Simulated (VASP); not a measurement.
A run of VASP 6.6.1 is set up as follows.

Contents of INCAR:

```
SYSTEM = TiO2
PREC = Accurate
ENCUT = 600
EDIFF = 1E-7
ISMEAR = 0
SIGMA = 0.03
LREAL = .FALSE.
LASPH = .TRUE.
NELM = 80
ALGO = Normal
ISIF = 3
LWAVE = .FALSE.
LCHARG = .FALSE.
GGA = PE
IVDW = 12
IBRION = 2
NSW = 90
EDIFFG = -0.005
KPAR = 2
```

File KPOINTS:

```
Automatic mesh
0
G
  6 6 10
  0 0 0
```

Contents of POSCAR:

```
TiO2                                    
1.0
    4.6092719850      0.0000000000      0.0000000000
    0.0000000000      4.6092719850      0.0000000000
    0.0000000000      0.0000000000      2.9572393892
  Ti              O             
     2     4
Direct
     0.0000000000000000    1.0000000000000000    0.0000000000000000
     0.5000000000000000    0.5000000000000000    0.5000000000000000
     0.3042165568000330    0.3042165568000330    0.0000000000000000
     0.1957834431999670    0.8042165568000331    0.5000000000000000
     0.6957834431999669    0.6957834431999669    0.0000000000000000
     0.8042165568000331    0.1957834431999670    0.5000000000000000
```

Potentials or basis: VASP PAW PBE potentials, release 64 (Ti_sv, O).

The run is started by

```console
$ cat potpaw_PBE.64/Ti_sv/POTCAR potpaw_PBE.64/O/POTCAR > POTCAR
$ mpirun -np 2 vasp_std > vasp.out
```

Question: What does it give for the dispersion energy per atom?

Answer: -0.247 eV.

Question: Predict the band gap on the k mesh.

Answer: 1.83 eV, direct.

Final structure:
```cif
data_structure
_symmetry_space_group_name_H-M 'P 1'
_symmetry_Int_Tables_number 1
_cell_length_a 4.6093
_cell_length_b 4.6093
_cell_length_c 2.9572
_cell_angle_alpha 90.000
_cell_angle_beta 90.000
_cell_angle_gamma 90.000
_cell_volume 62.83
loop_
_atom_site_label
_atom_site_type_symbol
_atom_site_fract_x
_atom_site_fract_y
_atom_site_fract_z
_atom_site_occupancy
Ti1 Ti 0.00000 0.00000 0.00000 1
Ti2 Ti 0.50000 0.50000 0.50000 1
O1 O 0.30422 0.30422 0.00000 1
O2 O 0.19578 0.80422 0.50000 1
O3 O 0.69578 0.69578 0.00000 1
O4 O 0.80422 0.19578 0.50000 1
```

Caveat: the relaxation stopped at its first step, so nothing moved. A k mesh can miss the band edges.
